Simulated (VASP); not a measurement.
Crystal: SnO2 (Cassiterite).

```
Sn O
1.0
     4.73800    0.00000    0.00000
     0.00000    4.73800    0.00000
     0.00000    0.00000    3.18650
Sn O
2 4
Direct
  0.50000 0.50000 0.50000
  0.00000 0.00000 0.00000
  0.80710 0.19290 0.50000
  0.69290 0.69290 0.00000
  0.19290 0.80710 0.50000
  0.30710 0.30710 0.00000
```

```yaml
Program: VASP 6.6.1
Task: relaxation of cell and atoms
Functional: optB86b-vdW
Potentials_or_basis: VASP PAW PBE potentials, release 64 (Sn_d, O)
Cutoff: 600 eV
k_mesh: 6 × 6 × 8
Occupations: fermi-dirac, width 0.05 eV
Spin: no spin polarisation
```

At the start: pressure 8.1 GPa; volume 11.92 Å³/atom.

Question: Where does the relaxation end?

Answer: Over 4 steps the energy falls by 11.8 meV/atom and the volume is 12.36 Å³/atom (+3.7 %); space group P4_2/mnm (No. 136, to 0.05 Å).

Step by step:
| step | energy change (eV) | largest force (eV/Å) | pressure (GPa) | volume (Å³) |
| --- | --- | --- | --- | --- |
| 1 | 0.0000 | 0.3011 | 8.10 | 71.53 |
| 2 | 0.0471 | 0.3002 | -8.71 | 77.95 |
| 3 | -0.0708 | 0.0036 | -0.08 | 74.22 |
| 4 | -0.0708 | 0.0016 | 0.09 | 74.16 |

Final structure:
```
Sn O
1.0
     4.78706    0.00000    0.00000
     0.00000    4.78706    0.00000
     0.00000    0.00000    3.23638
Sn O
2 4
Direct
  0.50000 0.50000 0.50000
  0.00000 0.00000 0.00000
  0.80617 0.19383 0.50000
  0.69383 0.69383 0.00000
  0.19383 0.80617 0.50000
  0.30617 0.30617 0.00000
```

Caveat: the PAW data sets were made with another functional, which shifts forces and pressure a little.
